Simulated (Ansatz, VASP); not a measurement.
CaO: VASP beside Ansatz

```
Ca O
1.0
     0.00000    2.75375    2.75375
     2.75375    0.00000    2.75375
     2.75375    2.75375    0.00000
Ca O
1 1
Cartesian
  0.0000 0.0000 0.0000
  1.3769 1.3769 1.3769
```

Change from the starting cell: hydrostatic strain +5.6%.

Alike in both runs: task single point; functional r2SCAN; k mesh 8 × 8 × 8; no spin polarisation.

|  | VASP | Ansatz |
| --- | --- | --- |
| version | VASP 6.6.1 | Ansatz 0.2.0 |
| potentials or method | VASP PAW PBE potentials, release 64 (Ca_sv, O) | plane waves, PAW |
| plane-wave cutoff (eV) | 520 | 500 |
| occupations | gaussian, width 0.01 eV | fixed |
| valence electrons in the cell | 16 | 16 |

|  | VASP | Ansatz | Ansatz less VASP |
| --- | --- | --- | --- |
| gap on the k mesh at the Fermi level (eV) | 3.17 | 3.19 | +0.018 |
| pressure (GPa) | -9.2 | -9.7 | -0.48 |

Caveats: the PAW data sets were made with another functional, which shifts forces and pressure a little (VASP). A k mesh can miss the band edges.
